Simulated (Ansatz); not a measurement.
**Li2S (Fm-3m): zero-pressure volume and bulk modulus with BLYP**

The task here is to estimate one member of a computed series from the others.

Computed with Ansatz 0.2.0 (DFT BLYP, scalar-relativistic, plane waves, PAW, unless a step's input says otherwise).

2 further runs of the same task are left out: 1 that didn't finish, 1 set aside as unsound or not needed. Runs told in other sessions of the task aren't counted.

## The system as given

Symmetry: Fm-3m, No. 225, cubic system. The conventional cell has a = 5.708 Å, b = 5.708 Å, c = 5.708 Å, α = 90.00°, β = 90.00°, γ = 90.00°. Li (site symmetry -43m) is surrounded by 4 S at 2.47 Å. Around S (site symmetry m-3m) lie 8 Li at 2.47 Å.

Structure file:

```xyz
3
Lattice="0.0000 2.8540 2.8540 2.8540 0.0000 2.8540 2.8540 2.8540 0.0000" Properties=species:S:1:pos:R:3 pbc="T T T"
Li    1.4270    1.4270    1.4270
Li    4.2810    4.2810    4.2810
S     0.0000    0.0000    0.0000
```

An earlier run at PBE left this cell at 15.498 Å³/atom and -0.05 GPa (8×8×8 mesh), mesh gap 3.39 eV.

Set-up of the first run:

The input, input.yaml:

```yaml
crystal:
  lattice:
    - [0.0, 2.8540007422, 2.8540007422]
    - [2.8540007422, 0.0, 2.8540007422]
    - [2.8540007422, 2.8540007422, 0.0]
  atoms:
    - { symbol: Li, position: [0.25, 0.25, 0.25] }
    - { symbol: Li, position: [0.75, 0.75, 0.75] }
    - { symbol: S, position: [0.0, 0.0, 0.0] }
basis:
  ecutwfc: 420
  ecutrho_ratio: 4
kpoints:
  mp_grid: { grid: [8, 8, 8] }
hamiltonian:
  xc: blyp
scf:
  occupations: { method: gaussian, width: 0.05 }
output:
  forces: true
  stress: true
  eigenvalues: true
```

Command:

```
$ ansatz run input.yaml --threads 4 --pin off --max-ram 8192MiB --backend cpu --events-out ev --progress --plain --runs-dir out
```

Among the steps run: At the given cell; Stepping to 15.617 Å³/atom; Stepping to 15.948 Å³/atom; Volume × 0.98 of the new zero; Volume × 1.02 of the new zero; Volume × 0.96 of the new zero; Volume × 1.04 of the new zero.

One of the session's tables, all rows but one given; the rest of the session is left out.

It belongs to the step «Energy and pressure against volume». 

```
volume (Å³/atom)  energy (meV/atom)  pressure (GPa)
          15.310               3.22            1.68
          15.629               0.77            0.80
          15.948               0.00           -0.01
          16.267                  ?               ?
          16.586               2.89           -1.40
```

**Question.** Estimate the row for volume (Å³/atom) = 16.267.

Worked estimate for «energy (meV/atom)». A straight line through the neighbours (15.948, 0.00) and (16.586, 2.89) gives 0.00 + (2.89 − 0.00) × (16.267 − 15.948) / (16.586 − 15.948) = 1.45; a parabola fitted to 3 rows on both sides gives 0.71.

**Answer.** energy (meV/atom): 0.75; pressure (GPa): -0.74. In «energy (meV/atom)» the line misses by +0.70 and the parabola by -0.04.
